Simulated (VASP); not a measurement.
A run of VASP 6.6.1:

File INCAR:

```
  PREC = Accurate
  ENCUT = 600
  EDIFF = 1E-6
  ISMEAR = -1
  SIGMA = 0.05
  LREAL = F
  LASPH = T
  NELM = 60
  ALGO = Fast
  ISIF = 3
  LWAVE = F
  LCHARG = F
  GGA = PE
  IVDW = 13
  IBRION = 2
  NSW = 40
  EDIFFG = -0.01
```

Contents of KPOINTS:

```
regular mesh
0
Gamma
  8 8 5
```

The input POSCAR:

```
ZnS
1.0
    3.8110000000      0.0000000000      0.0000000000
   -1.9055000000      3.3004228138      0.0000000000
    0.0000000000      0.0000000000      6.2340000000
Zn S
2 2
Direct
    0.6666666667      0.3333333333      0.5000000000
    0.3333333333      0.6666666667      0.0000000000
    0.6666666667      0.3333333333      0.8850000000
    0.3333333333      0.6666666667      0.3850000000
```

Potentials or basis: VASP PAW PBE potentials, release 64 (Zn, S).

Run with:

```sh
$ cat potpaw_PBE.64/Zn/POTCAR potpaw_PBE.64/S/POTCAR > POTCAR
$ mpirun -np 1 vasp_std > vasp.out
```

Hardware: 1 thread of Intel(R) Xeon(R) Platinum 8488C (Sapphire Rapids), on a shared host.

Problem. How long does it take, and how much memory?

Solution. Wall time 4.4 min on 1 thread of Intel(R) Xeon(R) Platinum 8488C (Sapphire Rapids) (shared host), peak memory 0.23 GiB. Counts: scf iterations 72, k points 30, ion steps 8.
